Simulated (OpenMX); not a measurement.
The system is Pt.

```
Pt
1.0
     0.00000    1.96090    1.96090
     1.96090    0.00000    1.96090
     1.96090    1.96090    0.00000
Pt
1
Direct
  0.00000 0.00000 0.00000
```

Base run:

```yaml
Program: OpenMX 3.8.5
Functional: LDA
Potentials_or_basis: OpenMX 2013 LDA set, Pt7.0-s3p2d2f1, grid cutoff 400 Ry
k_mesh: 9 × 9 × 9
Occupations: fermi-dirac, width 0.05 eV
Spin: no spin polarisation
```

Its results: pressure -3.9 GPa.

Problem. The run is repeated on the same cell with these changes: functional from LDA to PBE; potentials or basis from OpenMX 2013 LDA set, Pt7.0-s3p2d2f1, grid cutoff 400 Ry to OpenMX 2013 PBE set, Pt7.0-s3p2d2f1, grid cutoff 400 Ry. What comes out?

Solution. Pressure 12.4 GPa.

Caveats: the basis of atomic orbitals isn't converged, which shifts pressures, moduli and gaps.
